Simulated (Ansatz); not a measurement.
**ZrO$_{2}$: enthalpy against pressure**

ZrO$_{2}$, Fm-3m, a = 5.089 Å. This isn't the usual stable structure of the compound. Ansatz: r2SCAN, PAW, 500 eV, Γ-centred 8×8×8 mesh on 3 atoms, Gaussian smearing 0.02 eV; no spin polarisation. Cell and atoms are relaxed at each pressure, and no other structure is tried, so the rows at high pressure may lie past a change of phase. y is the enthalpy over the state at zero pressure; there V0 = 10.984 Å³/atom. The pressures are the targets, met within 0.05 GPa.

| P (GPa) | y (eV/atom) |
| --- | --- |
| -2.0 | -0.1377 |
| 0.0 | 0.0000 |
| 2.0 | 0.1366 |
| 5.0 | 0.3396 |
| 10.0 | 0.6731 |
| 20.0 | ? |
| 40.0 | 2.5707 |

Fit y = c1 P + c2 P² + c3 P³ to the other rows, say what c1 and c2 mean, and predict the missing value.

Least squares on the rows shown. y = 0.068570 P − 0.00013222 P² + 6.1655×10⁻⁷ P³. Since dH/dP = V, c1 is V0: 0.068570 eV/GPa × 160.2 = 10.985 Å³ against 10.984; c2 = −V0/(2B0) gives B0 = 259 GPa, where a Birch–Murnaghan fit to the volumes of the same runs (not shown) gives 258 GPa. At P = 20.0 the fit asked for gives 1.3234 eV/atom. The run gave 1.3239 eV/atom, so the fit is 0.0005 eV/atom too low, a small miss on the scale of the series.